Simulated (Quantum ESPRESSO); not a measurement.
# KTaO3: zone-centre phonons under several settings

```xyz
5
Lattice="3.9883 0.0000 0.0000 0.0000 3.9883 0.0000 0.0000 0.0000 3.9883" Properties=species:S:1:pos:R:3 pbc="T T T"
Ta    0.0000    0.0000    0.0000
K     1.9942    1.9942    1.9942
O     0.0000    0.0000    1.9942
O     0.0000    1.9942    0.0000
O     1.9942    0.0000    0.0000
```

All runs used Quantum ESPRESSO 7.5; k mesh 4 × 4 × 4, shifted; relaxed cell; no spin polarisation; cutoff 762 eV; occupations smeared at first, fixed for the response.

| level | potentials | volume (Å³/atom) | lowest optical mode without the field (cm⁻¹) | highest optical mode without the field (cm⁻¹) | sum of the Born charges (e) |
| --- | --- | --- | --- | --- | --- |
| LDA | GBRV 1.5 LDA | 12.38 | 159 | 565 | 0.24 |
| PBE | GBRV 1.5 PBE | 13.05 | 99 | 512 | 0.25 |
| revPBE | GBRV 1.5 PBE | 13.25 | 20 | 496 | 0.25 |
| PW91 | GBRV 1.5 PBE | 13.03 | 106 | 515 | 0.24 |
| RPBE | GBRV 1.5 PBE | 13.32 | 58i | 490 | 0.25 |
| vdW-DF-cx | GBRV 1.5 PBE | ? | ? | ? | ? |

Q: What stands in the row left open?

A: Volume 12.76 Å³/atom; lowest optical mode without the field 136 cm⁻¹; highest optical mode without the field 538 cm⁻¹; sum of the Born charges 0.25 e.

Values marked i are imaginary: the cell is unstable against those modes at that level, or the meshes are too thin.

Caveats: the potentials were made for another functional, which shifts forces and pressure (some runs); some modes are imaginary (some runs).

For the row left open. Caveat: the mesh is thin for the dielectric tensor, Born charges and intensities, which usually come out too large; the potentials were made for another functional, which shifts forces and pressure; the Born charges break their sum rule by 0.25 e, a sign of too thin a mesh.
